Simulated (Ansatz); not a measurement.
# TiC: further runs on the relaxed cell

The task here is to estimate one member of a computed series from the others.

The COD entry's cell or inner coordinates are ideal or old and differ from later refinements, so a difference from it is no clean test against experiment.

Method: DFT r2SCAN, scalar-relativistic, plane waves, PAW, in Ansatz 0.2.0.

1 further run of the same task is left out (set aside as unsound or not needed).

## The starting structure

It takes space group Fm-3m (No. 225, cubic). The conventional cell has a = 4.328 Å, b = 4.328 Å, c = 4.328 Å, α = 90.00°, β = 90.00°, γ = 90.00°. Ti (site symmetry m-3m) is surrounded by 6 C at 2.16 Å. C (site symmetry m-3m) has 6 Ti at 2.16 Å as nearest neighbours.

Structure file:

```
CELL_PARAMETERS angstrom
0.00000 2.16391 2.16391
2.16391 0.00000 2.16391
2.16391 2.16391 0.00000
ATOMIC_POSITIONS crystal
Ti 0.00000 0.00000 0.00000
C 0.50000 0.50000 0.50000
```

This cell was relaxed beforehand with the same method: volume 10.13 Å³/atom, gap on the mesh none (metal).

The first run:

input.yaml

```yaml
crystal:
  lattice:
    - [0.0, 2.1639061989, 2.1639061989]
    - [2.1639061989, 0.0, 2.1639061989]
    - [2.1639061989, 2.1639061989, 0.0]
  atoms:
    - { symbol: Ti, position: [0.0, 0.0, 0.0] }
    - { symbol: C, position: [0.5, 0.5, 0.5] }
basis:
  ecutwfc: 500
kpoints:
  mp_grid: { grid: [16, 16, 16] }
  band_path:
    path:
      - [[0.0, 0.0, 0.0], [0.5, 0.0, 0.5], [0.625, 0.25, 0.625]]
      - [[0.375, 0.375, 0.75], [0.0, 0.0, 0.0], [0.5, 0.5, 0.5], [0.5, 0.25, 0.75], [0.5, 0.0, 0.5]]
    npoints: 14
hamiltonian:
  xc: r2scan
scf:
  occupations: { method: gaussian, width: 0.1 }
  n_extra_bands: 6
output:
  forces: true
  stress: true
  eigenvalues: true
  populations: true
  dos: { projected: true, de: 0.02, nscf_kmesh: { grid: [24, 24, 24] } }
  bader: true
  write_density: true
  write_potential: true
  elf: true
  volumetric_format: npy
```

Run with:

```sh
ansatz run input.yaml --threads 1 --pin off --max-ram 2560MiB --backend cpu --events-out ev --progress --plain --runs-dir out
```

Steps of the session up to this table: Static run: bands, density of states and charges; The cell as listed, for comparison; Point at V/V0 = 0.97; Volume × 1.03; Volume × 0.94; The cell scaled to 1.06 of its volume; The cell scaled to 0.91 of its volume; Volume × 1.10; Point at V/V0 = 0.88.

One table of the session follows, with a row left open; its other results are not shown here.

It belongs to the step «Equation of state». 

| volume (Å³/atom) | energy above the lowest point (meV/atom) | pressure (GPa) |
| --- | --- | --- |
| 8.917 | 147.2 | 43.11 |
| 9.221 | 78.4 | 29.79 |
| 9.525 | ? | ? |
| 9.828 | 7.8 | 8.49 |
| 10.132 | 0.0 | 0.00 |
| 10.436 | 7.1 | -7.31 |
| 10.740 | 27.1 | -13.61 |
| 11.146 | 70.7 | -20.67 |

Q: Estimate the row for volume (Å³/atom) = 9.525 from the others.

Worked estimate for «energy above the lowest point (meV/atom)». A straight line through the neighbours (9.221, 78.4) and (9.828, 7.8) gives 78.4 + (7.8 − 78.4) × (9.525 − 9.221) / (9.828 − 9.221) = 43.0; a parabola fitted to 4 rows on both sides gives 32.9.

As computed: energy above the lowest point (meV/atom): 33.0; pressure (GPa): 18.34. In «energy above the lowest point (meV/atom)» the line misses by +10.0 and the parabola by -0.1.
